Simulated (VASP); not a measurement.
The system is Si2W.

```
W Si
1.0
    -1.60690    1.60690    3.91495
     1.60690   -1.60690    3.91495
     1.60690    1.60690   -3.91495
W Si
1 2
Direct
  0.00000 0.00000 0.00000
  0.66530 0.66530 0.00000
  0.33470 0.33470 0.00000
```

Base run:

```yaml
Program: VASP 6.6.1
Functional: PBE
Potentials_or_basis: VASP PAW PBE potentials, release 64 (W_sv, Si)
Cutoff: 520 eV
k_mesh: 12 × 12 × 12
Occupations: fermi-dirac, width 0.05 eV
Spin: no spin polarisation
```

Its results: band gap on the k mesh none (metal or under the smearing width); pressure 3.4 GPa; largest force 0.078 eV/Å.

Q: The run is repeated on the same cell with these changes: functional from PBE to PBEsol. What comes out?

A: Band gap on the k mesh none (metal or under the smearing width); pressure -1.6 GPa; largest force 0.027 eV/Å.

PBEsol binds more tightly than PBE, so the same cell stands under less pressure.

Caveats: the PAW data sets were made with another functional, which shifts forces and pressure a little (some runs).

Not every run made on this cell is shown here.
